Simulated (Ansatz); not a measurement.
# AlAu2: the cost of one run

Method: DFT PBE, scalar-relativistic, plane waves, PAW, in Ansatz 0.2.0.

**1. Starting point**

It takes space group Fm-3m (No. 225, cubic). Conventional cell: a = 5.806 Å, b = 5.806 Å, c = 5.806 Å, α = 90.00°, β = 90.00°, γ = 90.00°. Around Al (site symmetry m-3m) lie 8 Au at 2.51 Å. Around Au (site symmetry -43m) lie 4 Al at 2.51 Å.

Structure file:

```
Al Au
1.0
     0.00000    2.90281    2.90281
     2.90281    0.00000    2.90281
     2.90281    2.90281    0.00000
Al Au
1 2
Cartesian
  0.0000 0.0000 0.0000
  1.4514 1.4514 1.4514
  4.3542 4.3542 4.3542
```

This is candidate A: fluorite type (Fm-3m, No. 225).

(A quick probe on a coarse mesh, which set the mesh and smearing, is not shown.)

**3. Coarse relaxation (candidate A)**

Contents of input.yaml:

```yaml
crystal:
  lattice:
    - [0.0, 2.9028096353, 2.9028096353]
    - [2.9028096353, 0.0, 2.9028096353]
    - [2.9028096353, 2.9028096353, 0.0]
  atoms:
    - { symbol: Al, position: [0.0, 0.0, 0.0] }
    - { symbol: Au, position: [0.25, 0.25, 0.25] }
    - { symbol: Au, position: [0.75, 0.75, 0.75] }
basis:
  ecutwfc: 420
kpoints:
  mp_grid: { grid: [6, 6, 6] }
hamiltonian:
  xc: pbe
scf:
  occupations: { method: gaussian, width: 0.1 }
  lower_state_search: "off"
output:
  forces: true
  stress: true
  eigenvalues: true
relax:
  adjacent_minimum: "off"
  f_tol: 0.04
  max_steps: 70
  cell: { stress_tol: 0.4 }
```

Launch:

```bash
> ansatz run input.yaml --threads 1 --pin off --max-ram 2560MiB --backend cpu --events-out ev --progress --plain --runs-dir out
```

**Question.** How long does this run take on 1 thread of Intel Xeon Platinum 8375C at 2.90GHz (Ice Lake), shared host, and how much memory does it need?

About 4.6 s, with a peak of 0.38 GiB.
